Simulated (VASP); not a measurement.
# MgSe: single point with PBEsol

MgSe:

```
Mg Se
1.0
     0.00000    2.72530    2.72530
     2.72530    0.00000    2.72530
     2.72530    2.72530    0.00000
Mg Se
1 1
Direct
  0.00000 0.00000 0.00000
  0.50000 0.50000 0.50000
```

The cell isn't the ideal one: relaxed again under DFT PBEsol, scalar-relativistic, plane waves, PAW.

```
Program                : VASP 6.6.1
Task                   : single point
Functional             : PBEsol
Potentials or basis    : VASP PAW PBE potentials, release 64 (Mg, Se)
Cutoff                 : 520 eV
k mesh                 : 8 × 8 × 8
Occupations            : gaussian, width 0.02 eV
Spin                   : no spin polarisation
Dipole correction      : no
Further INCAR settings : ALGO = Fast; EDIFF = 1e-06; NBANDS = 11
```

```json
{"Pressure": "-0.1 GPa", "Band gap on the k mesh": "1.76 eV, indirect (least direct gap 2.50 eV)"}
```

Levels at points of the mesh, in eV from the valence-band top:
| k point | band 2 | band 3 | band 4 | band 5 | band 6 | band 7 |
| --- | --- | --- | --- | --- | --- | --- |
| (0.00, 0.00, 0.00) | 0.00 | 0.00 | 0.00 | 2.50 | 7.33 | 7.33 |
| (0.50, 0.00, 0.00) | -5.00 | -0.59 | -0.59 | 3.71 | 6.04 | 6.04 |
| (0.50, 0.50, 0.00) | -4.32 | -1.81 | -1.81 | 1.76 | 3.84 | 11.64 |

It took 22 s on 1 thread of AMD EPYC 7R43 64-Core Processor (Zen 3), on a shared host, peak memory 0.13 GiB.

Caveat: the PAW data sets were made with another functional, which shifts forces and pressure a little. A k mesh can miss the band edges.
